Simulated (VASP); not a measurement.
All values below come from LDA (Ceperley-Alder, Perdew-Zunger), VASP's LDA PAW potentials (set 64) (plane waves; VASP).

A VASP calculation is set up with these files.

KPOINTS:
```
Regular mesh
0
Gamma
7 7 7
```

POSCAR:
```
CaF2
1.0
  0.0000000000   2.6639047516   2.6639047516
  2.6639047516   0.0000000000   2.6639047516
  2.6639047516   2.6639047516   0.0000000000
Ca F
1 2
Cart
  0.0000000000   2.6639047516   2.6639047516
  1.3319523758   1.3319523758   1.3319523758
  3.9958571274   3.9958571274   3.9958571274
```

### INCAR
```
SYSTEM = CaF2
PREC = Accurate
ENCUT = 520
EDIFF = 1E-6
NELM = 100
ALGO = Normal
LREAL = .FALSE.
LASPH = .TRUE.
ISMEAR = 0
SIGMA = 0.05
LWAVE = .FALSE.
LCHARG = .FALSE.
IBRION = 2
ISIF = 3
NSW = 60
EDIFFG = -0.02
```

POTCAR, in this order: Ca_sv F (LDA.64 set). Program: vasp_std.

Output

### OSZICAR
```
       N       E                     dE             d eps       ncg     rms          rms(c)
DAV:   1     0.211842787032E+03    0.21184E+03   -0.13874E+04   640   0.154E+03
DAV:   2    -0.118358492940E+02   -0.22368E+03   -0.21918E+03   824   0.387E+02
DAV:   3    -0.199991539623E+02   -0.81633E+01   -0.81565E+01   784   0.851E+01
DAV:   4    -0.202851661055E+02   -0.28601E+00   -0.28594E+00  1024   0.119E+01
DAV:   5    -0.202872505775E+02   -0.20845E-02   -0.20845E-02   760   0.104E+00    0.770E+00
DAV:   6    -0.190666164270E+02    0.12206E+01   -0.64340E+00   648   0.185E+01    0.307E+00
DAV:   7    -0.190258526876E+02    0.40764E-01   -0.18046E-01   800   0.406E+00    0.162E+00
DAV:   8    -0.190058266914E+02    0.20026E-01   -0.26977E-02   872   0.208E+00    0.178E-01
DAV:   9    -0.190062570899E+02   -0.43040E-03   -0.44821E-03   904   0.541E-01    0.115E-01
DAV:  10    -0.190064184490E+02   -0.16136E-03   -0.30264E-04   824   0.160E-01    0.333E-02
DAV:  11    -0.190064110652E+02    0.73838E-05   -0.55893E-05   792   0.815E-02    0.105E-02
DAV:  12    -0.190064106482E+02    0.41697E-06   -0.93228E-06  1032   0.300E-02
   1 F= -.19006411E+02 E0= -.19006411E+02  d E =-.190064E+02
       N       E                     dE             d eps       ncg     rms          rms(c)
DAV:   1    -0.190135924359E+02   -0.71814E-02   -0.16010E-01   760   0.420E+00    0.632E-01
DAV:   2    -0.190073811596E+02    0.62113E-02   -0.30944E-02   664   0.146E+00    0.160E-01
DAV:   3    -0.190067693575E+02    0.61180E-03   -0.12075E-03   888   0.445E-01    0.694E-02
DAV:   4    -0.190066842691E+02    0.85088E-04   -0.81746E-04  1008   0.231E-01    0.269E-02
DAV:   5    -0.190066864418E+02   -0.21727E-05   -0.12895E-05   728   0.377E-02    0.239E-02
DAV:   6    -0.190067011775E+02   -0.14736E-04   -0.26091E-05  1048   0.432E-02    0.465E-03
DAV:   7    -0.190067009991E+02    0.17844E-06   -0.79319E-07   584   0.119E-02
   2 F= -.19006701E+02 E0= -.19006701E+02  d E =-.290351E-03
```

File OUTCAR:
```
------------------------ aborting loop because EDIFF is reached ----------------------------------------
  FORCE on cell =-STRESS in cart. coord.  units (eV):
  Direction    XX          YY          ZZ          XY          YZ          ZX
  --------------------------------------------------------------------------------------
  Total       -0.0166732     -0.0166732     -0.0166732      0.0000000      0.0000000      0.0000000
  in kB       -0.7026353     -0.7026353     -0.7026353      0.0000000      0.0000000      0.0000000
  external PRESSURE =      -0.7026353 kB  Pullay stress =       0.0000000 kB
  volume of cell :       38.02
      direct lattice vectors                 reciprocal lattice vectors
    -0.000000000  2.668841433  2.668841433    -0.187347211  0.187347211  0.187347211
     2.668841433 -0.000000000  2.668841433     0.187347211 -0.187347211  0.187347211
     2.668841433  2.668841433 -0.000000000     0.187347211  0.187347211 -0.187347211
 POSITION                                       TOTAL-FORCE (eV/Angst)
 -----------------------------------------------------------------------------------
      2.66884      2.66884      5.33768         0.000000     -0.000000      0.000000
      1.33442      1.33442      1.33442         0.000000      0.000000      0.000000
      4.00326      4.00326      4.00326        -0.000000     -0.000000     -0.000000
 -----------------------------------------------------------------------------------
    total drift:                                0.000000      0.000000      0.000000
  FREE ENERGIE OF THE ION-ELECTRON SYSTEM (eV)
  ---------------------------------------------------
  free  energy   TOTEN  =       -19.0067009991 eV

  energy  without entropy=      -19.0067009991  energy(sigma->0) =      -19.00670100

 reached required accuracy - stopping structural energy minimisation
```
(Selected blocks of OUTCAR.)

### CONTCAR
```
CaF2
   1.00000000000000
    -0.0000000000000000    2.6688414331834704    2.6688414331834704
     2.6688414331834704   -0.0000000000000000    2.6688414331834704
     2.6688414331834704    2.6688414331834704   -0.0000000000000000
  Ca              F
     1     2
Direct
     1.0000000000000000    1.0000000000000000    0.0000000000000000
     0.2500000000000000    0.2500000000000000    0.2500000000000000
     0.7500000000000000    0.7500000000000000    0.7500000000000000
```

The compound is CaF2 in the fluorite structure. This run relaxes it. Symmetry was kept, so distortions that lower it aren't found. The start is the result of an earlier pass.
